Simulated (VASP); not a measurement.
# BN (Fmm2) in VASP: further runs

The runs below take BN through single point, with PBE.

Everything below comes from runs of VASP 6.6.1. Logs are shortened: lines on timing, memory, paths and dates and some standing lists are left out, and cuts for length are marked.

### 1 The structure

Symmetry: Fmm2, No. 42, orthorhombic system. Conventional cell: a = 2.503 Å, b = 6.991 Å, c = 4.332 Å, α = 90.00°, β = 90.00°, γ = 90.00°. N (site symmetry mm2) is surrounded by 3 B at 1.44 Å. B (site symmetry mm2) has 3 N at 1.44 Å as nearest neighbours.

Measurements of this composition are mostly on another form, of space group No. 194.

### 2 Single point, PBE

INCAR reads:

```
PREC = Accurate
ENCUT = 460
EDIFF = 0.01
ISMEAR = 0
SIGMA = 0.05
LREAL = False
LASPH = True
NELM = 100
ALGO = Normal
ISIF = 2
LWAVE = False
LCHARG = False
GGA = PE
ADDGRID = False
```

KPOINTS reads:

```
regular mesh
0
Gamma
  6 6 6
```

POSCAR reads:

```
BN
1.0
    0.0000000000      3.4953158300      2.1660912400
    1.2516321000      0.0000000000      2.1660912400
    1.2516321000      3.4953158300      0.0000000000
N B
1 1
Direct
    0.6643870000      0.6373240000      0.3259630000
   -0.0156690000     -0.0240960000      1.0349220000
```

Potentials or basis: VASP PAW PBE potentials, release 64 (N_s, B_s).

Command:

```bash
cat potpaw_PBE.64/N_s/POTCAR potpaw_PBE.64/B_s/POTCAR > POTCAR
mpirun -np 1 vasp_std > vasp.out
```

OUTCAR:

```text
PREC = Accurate
   ENCUT = 460
   EDIFF = 0.01
   ISMEAR = 0
   LREAL = False
   LASPH = True
   NELM = 100
   ISIF = 2
   GGA = PE

 Found    112 irreducible k-points:

 Following reciprocal coordinates:
            Coordinates               Weight
  0.000000  0.000000  0.000000      1.000000
  0.166667  0.000000 -0.000000      2.000000
 -0.166667 -0.166667 -0.166667      2.000000
  0.000000  0.166667  0.000000      2.000000
 -0.000000  0.000000  0.166667      2.000000
  0.333333  0.000000  0.000000      2.000000
   k-points           NKPTS =    112   k-points in BZ     NKDIM =    112   number of bands    NBANDS=      8
   number of dos      NEDOS =    301   number of ions     NIONS =      2
   total plane-waves  NPLWV =  15120
   dimension x,y,z NGX =    30 NGY =   18 NGZ =   28
   dimension x,y,z NGXF=    60 NGYF=   36 NGZF=   56
   ions per type =               1   1
   NGX,Y,Z   is equivalent  to a cutoff of  12.13, 11.96, 12.54 a.u.
   NGXF,Y,Z  is equivalent  to a cutoff of  24.26, 23.92, 25.08 a.u.
 SYSTEM =  unknown system
   PREC   = accura    normal or accurate (medium, high low for compatibility)
   ISTART =      0    job   : 0-new  1-cont  2-samecut
   ICHARG =      2    charge: 1-file 2-atom 10-const
   ISPIN  =      1    spin polarized calculation?
   LNONCOLLINEAR =      F non collinear calculations
   LSORBIT =      F    spin-orbit coupling
   LASPH  =      T    aspherical Exc in radial PAW
   ENCUT  =  460.0 eV  33.81 Ry    5.81 a.u.   7.19  4.37  6.49*2*pi/ulx,y,z
   NELM   =    100;   NELMIN=  2; NELMDL= -5     # of ELM steps
   EDIFF  = 0.1E-01   stopping-criterion for ELM
   LREAL  =      F    real-space projection
   EDIFFG = 0.1E+00   stopping-criterion for IOM
   NSW    =      0    number of steps for IOM
   IBRION =     -1    ionic relax: 0-MD 1-quasi-New 2-CG
   NFREE  =      0    steps in history (QN), initial steepest desc. (CG)
   ISIF   =      2    stress and relaxation
   ISYM   =      2    0-nonsym 1-usesym 2-fastsym
   POTIM  = 0.5000    time-step for ionic-motion
   TEBEG  =    0.0;   TEEND  =   0.0 temperature during run
   PSTRESS=    0.0 pullay stress
   NELECT =       8.0000    total number of electrons
   NUPDOWN=      -1.0000    fix difference up-down
   EMIN   =  10.00;   EMAX   =-10.00  energy-range for DOS
   EFERMI =   0.00;   METHOD = LEGACY
   ISMEAR =     0;   SIGMA  =   0.05  broadening in eV -4-tet -1-fermi 0-gaus
   EFERMI_NEDOS =   21; number of points for ismear=-14 and -15
   IALGO  =     38    algorithm
   IMIX   =      4    mixing-type and parameters
     AMIX     =   0.40;   BMIX     =  1.00
     AMIX_MAG =   1.60;   BMIX_MAG =  1.00
  volume/ion in A,a.u.               =       9.48        63.95
  Fermi-wavevector in a.u.,A,eV,Ry     =   1.228047  2.320672 20.518928  1.508099
  Thomas-Fermi vector in A             =   2.362987
   LORBIT       =      0    0 simple, 1 ext, 2 COOP (PROOUT), +10 PAW based schemes
   GGA     = PE    functional components
   LHFCALC =     F    Hartree Fock is set to
   AEXX    =    0.0000 exact exchange contribution
   IVDW    =     0    specifies the selected vdW correction
   LEPSILON=     F    determine dielectric tensor
   LRPA    =     F    only Hartree local field effects (RPA)
 non-spin polarized calculation
 Gauss-broadening in eV      SIGMA  =   0.05
  energy-cutoff  :      460.00
  volume of cell :       18.95
 maximum number of plane-waves:       448
 NGX is ok and might be reduce to    30
   NGX = 15   NGY =  9   NGZ = 13

 number of electron       8.0000000 magnetization

 Free energy of the ion-electron system (eV)
  ---------------------------------------------------
  ext. energy  EPLUGINS =         0.00000000
  ---------------------------------------------------
  free energy    TOTEN  =       -17.41232344 eV

  energy without entropy =      -17.41232344  energy(sigma->0) =      -17.41232344

 E-fermi :   3.3443     XC(G=0):  -9.7348

 val. band max:        3.1055133861   @ k =   0.5000  -0.3333   0.1667
 cond. band min:       6.8100045286   @ k =   0.0000   0.5000   0.5000
 fundamental gap:      3.7044911425
 Fermi energy:         3.3442592753

 k-point     1 :       0.0000    0.0000    0.0000
  band No.  band energies     occupation
      1     -14.7018      2.00000
      2      -1.3050      2.00000
      3       1.1082      2.00000
      4       2.5373      2.00000
      5       7.7821      0.00000
      6      13.7869      0.00000
      7      15.6781      0.00000
      8      16.2201      0.00000

 k-point     2 :       0.1667    0.0000   -0.0000
  band No.  band energies     occupation
      1     -14.1446      2.00000
      2      -0.7951      2.00000
      3       0.1914      2.00000
      4       0.4620      2.00000
      5       8.9285      0.00000
      6      13.9051      0.00000
      7      14.7728      0.00000
      8      17.7189      0.00000

 k-point     3 :      -0.1667   -0.1667   -0.1667
  band No.  band energies     occupation
      1     -14.1623      2.00000
      2      -0.8169      2.00000
      3      -0.5504      2.00000
      4       1.4218      2.00000
      5       8.8833      0.00000
      6      14.1310      0.00000
      7      14.7958      0.00000
      8      16.6733      0.00000

 k-point     4 :       0.0000    0.1667    0.0000
  band No.  band energies     occupation
      1     -14.1623      2.00000
      2      -0.8284      2.00000
      3      -0.5354      2.00000
      4       1.4208      2.00000
      5       8.8699      0.00000
      6      14.2337      0.00000
      7      14.6904      0.00000
      8      16.6690      0.00000

 k-point     5 :      -0.0000    0.0000    0.1667
  band No.  band energies     occupation
      1     -14.1446      2.00000
      2      -0.8031      2.00000
      3       0.2012      2.00000
      4       0.4672      2.00000
      5       8.8905      0.00000
      6      13.9268      0.00000
      7      14.7676      0.00000
      8      17.7199      0.00000

 k-point     6 :       0.3333    0.0000    0.0000
  band No.  band energies     occupation
      1     -12.6459      2.00000
      2      -3.5419      2.00000
      3      -0.8573      2.00000
      4       0.6572      2.00000
      5      10.2808      0.00000
      6      12.0763      0.00000
      7      14.4727      0.00000
      8      20.6553      0.00000

 [... further k-points ...]
[... 5 lines left out ...]
  --------------------------------------------------------------------------------------
  -------------------------------------------------------------------------------------
  Total        0.6664163     -0.2593345      1.0563339     -0.2426596      0.0406713      0.8199834
  in kB       56.3360448    -21.9230556     89.2980460    -20.5134274      3.4381818     69.3179656
  external PRESSURE =      41.2370117 kB  Pullay stress =       0.0000000 kB

 VOLUME and BASIS-vectors are now :
 -----------------------------------------------------------------------------
  energy-cutoff  :      460.00
  volume of cell :       18.95
      direct lattice vectors                 reciprocal lattice vectors
     0.000000000  3.495315830  2.166091240    -0.399478409  0.143048590  0.230830535
     1.251632100  0.000000000  2.166091240     0.399478409 -0.143048590  0.230830535
     1.251632100  3.495315830  0.000000000     0.399478409  0.143048590 -0.230830535

 POSITION                                       TOTAL-FORCE (eV/Angst)
 -----------------------------------------------------------------------------------
      1.20568      3.46159      2.81962         2.392935      1.272300     -0.547401
      1.26518      3.56261      4.24605        -2.392935     -1.272300      0.547401
 -----------------------------------------------------------------------------------
    total drift:                                0.010908     -0.009099     -0.002984

  FREE ENERGIE OF THE ION-ELECTRON SYSTEM (eV)
  ---------------------------------------------------
  free  energy   TOTEN  =       -17.4123234422 eV

  energy  without entropy=      -17.4123234422  energy(sigma->0) =      -17.41232344
```

It took 6.3 s on 1 thread of Intel Xeon 6975P-C (Granite Rapids), shared host; peak memory 0.14 GiB.

These settings aren't checked as converged: the numbers below hold their error.

Results:

| Property | Result |
| --- | --- |
| Free energy | -17.4123 eV |
| Pressure | 4.1 GPa |
| Largest force | 2.765 eV/Å |
| Band gap on the k mesh | 3.70 eV, indirect (least direct gap 4.55 eV) |

Caveat: the k mesh is coarse (spacing up to 0.51 Å⁻¹), so the values aren't converged.

### 3 Single point, PBE

Changes to INCAR since step 2:

```diff
@@ -2,3 +2,3 @@
 ENCUT = 460
-EDIFF = 0.01
+EDIFF = 0.001
 ISMEAR = 0
```

KPOINTS is that of step 2.

POSCAR reads:

```
BN
1.0
    0.0000000000      3.4953158300      2.1660912400
    1.2516321000      0.0000000000      2.1660912400
    1.2516321000      3.4953158300      0.0000000000
N B
1 1
Direct
    0.6666513400      0.6666513400      0.3333486600
    0.0000486500      0.0000486500      0.9999513500
```

Potentials or basis: VASP PAW PBE potentials, release 64 (N_s, B_s).

Command:

```bash
cat potpaw_PBE.64/N_s/POTCAR potpaw_PBE.64/B_s/POTCAR > POTCAR
mpirun -np 1 vasp_std > vasp.out
```

Run time: 3.5 s. Hardware: 1 thread of Intel Xeon 6975P-C (Granite Rapids), shared host; peak memory 0.13 GiB.

The run converged, but some of its settings lie outside the range that counts as converged, so its numbers aren't taken as properties of the crystal.

Results:

| Property | Result |
| --- | --- |
| Free energy | -17.5565 eV |
| Pressure | 4.0 GPa |
| Largest force | 0.010 eV/Å |
| Band gap on the k mesh | 3.84 eV, indirect (least direct gap 4.55 eV) |

Caveat: the k mesh is coarse (spacing up to 0.51 Å⁻¹), so the values aren't converged.

### 4 For comparison

An earlier run on the cell as given: functional PBE; potentials or basis VASP PAW PBE potentials, release 64 (N, B); cutoff 520 eV; k mesh 13 × 13 × 13; occupations fermi-dirac, width 0.05 eV; no spin polarisation.

* Pressure: 3.3 GPa
* Largest force: 0.010 eV/Å
* Band gap on the k mesh: 3.90 eV, indirect (least direct gap 4.65 eV)
